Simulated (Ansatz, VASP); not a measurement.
CoO: VASP beside Ansatz

The input INCAR:

```
SYSTEM = CoO
  PREC = Accurate
  ENCUT = 520
  EDIFF = 1E-6
  ISMEAR = -1
  SIGMA = 0.05
  LREAL = .False.
  LASPH = .True.
  NELM = 100
  ALGO = Normal
  ISIF = 2
  LWAVE = .False.
  LCHARG = .False.
  ISPIN = 2
  MAGMOM = 2 0
  LORBIT = 11
  LMAXMIX = 4
  GGA = PE
  IBRION = 2
  NSW = 60
  EDIFFG = -0.01
```

File KPOINTS:

```
regular mesh
0
Gamma
  7 7 7
  0 0 0
```

Contents of POSCAR:

```
CoO
1.0
    2.5705263100      0.0000000000      0.0000000000
    0.0000000000      2.5705263100      0.0000000000
    0.0000000000      0.0000000000      2.5705263100
Co O
1 1
Direct
    0.0000000000      0.0000000000      0.0000000000
    0.5000000000      0.5000000000      0.5000000000
```

The input input.yaml:

```yaml
crystal:
  lattice:
    - [2.57052631, 0.0, 0.0]
    - [0.0, 2.57052631, 0.0]
    - [0.0, 0.0, 2.57052631]
  atoms:
    - { symbol: Co, position: [0.0, 0.0, 0.0], spin: 2.0 }
    - { symbol: O, position: [0.5, 0.5, 0.5] }
hamiltonian:
  xc: pbe
  pseudopotentials: { kind: paw }
magnetization:
  spin_polarized: true
kpoints:
  mp_grid: { grid: [7, 7, 7] }
scf:
  occupations: { method: fermi_dirac, width: 0.05 }
output:
  forces: true
  stress: true
  eigenvalues: true
  write_density: true
  write_potential: true
  elf: true
  volumetric_format: npy
relax:
  f_tol: 0.01
  max_steps: 40
```

Change from the starting cell: strain = 0.0.

Alike in both runs: task relaxation of the atoms; functional PBE; k mesh 7 × 7 × 7; occupations fermi-dirac, width 0.05 eV; collinear spin, ferromagnetic start.

|  | VASP | Ansatz |
| --- | --- | --- |
| version | VASP 6.6.1 | Ansatz 0.2.0 |
| potentials or method | VASP PAW PBE potentials, release 64 (Co, O) | Ansatz PAW |
| plane-wave cutoff (eV) | 520 | 420 |
| valence electrons in the cell | 15 | 23 |

VASP gave:

| Quantity | Value |
| --- | --- |
| gap on the k mesh at the Fermi level, each at its own relaxed structure (eV) | none |
| net moment per atom (μB) | 1.50 |
| size of the moment on the site where the two differ most (μB) | 0.45 |

Estimate Ansatz's values.

gap on the k mesh at the Fermi level, each at its own relaxed structure (eV): none; net moment per atom (μB): 1.50; size of the moment on the site where the two differ most (μB): 0.47.

Site moments also hang on the region over which each program counts them. A gap of «none» marks a metal or a gap that the smearing closes. The two sets of potentials don't hold the same shells in valence.

Caveats: the relaxation stopped at its first step, so nothing moved; a cell with one magnetic atom can't hold antiferromagnetic order, which such compounds often take; semilocal functionals often make such compounds metallic where correlation or magnetic order opens a gap, which also shifts bond lengths.
